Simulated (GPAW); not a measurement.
The system is Ni.

```xyz
1
Lattice="0.0000 1.7376 1.7376 1.7376 0.0000 1.7376 1.7376 1.7376 0.0000" Properties=species:S:1:pos:R:3 pbc="T T T"
Ni    0.0000    0.0000    0.0000
```

```yaml
Program: GPAW 26.7.0
Task: relaxation of cell and atoms
Functional: PBE
Dispersion: D4
Potentials_or_basis: GPAW PAW data sets (gpaw-data 1.2.1)
Cutoff: 600 eV
Basis: pw
k_mesh: 10 × 10 × 10
Occupations: fermi-dirac, width 0.05 eV
Spin: collinear spin, ferromagnetic start
Starting_moments: "[1.0] μB"
```

At the start: pressure 4.6 GPa; volume 10.49 Å³/atom.

Where does the relaxation end?

Over 3 steps the energy falls by 2.9 meV/atom and the volume is 10.70 Å³/atom (+2.0 %); space group Fm-3m (No. 225, to 0.05 Å); moment 0.73 μB per cell.

Step by step:
| step | energy change (eV) | largest force (eV/Å) | pressure (GPa) | volume (Å³) |
| --- | --- | --- | --- | --- |
| 1 | 0.0000 | 0.0000 | 4.61 | 10.49 |
| 2 | -0.0026 | 0.0000 | 1.51 | 10.63 |
| 3 | -0.0029 | 0.0000 | 0.04 | 10.70 |

Final structure:
```
CELL_PARAMETERS angstrom
0.00000 1.74884 1.74884
1.74884 0.00000 1.74884
1.74884 1.74884 0.00000
ATOMIC_POSITIONS crystal
Ni 0.00000 0.00000 0.00000
```

Caveat: each step starts from the last one's moments, so a moment once lost doesn't come back; the stock nickel data set gives pressures a few GPa off other programs; later steps reuse the first step's grids; pairwise dispersion overbinds metals, which lowers pressure and volume.
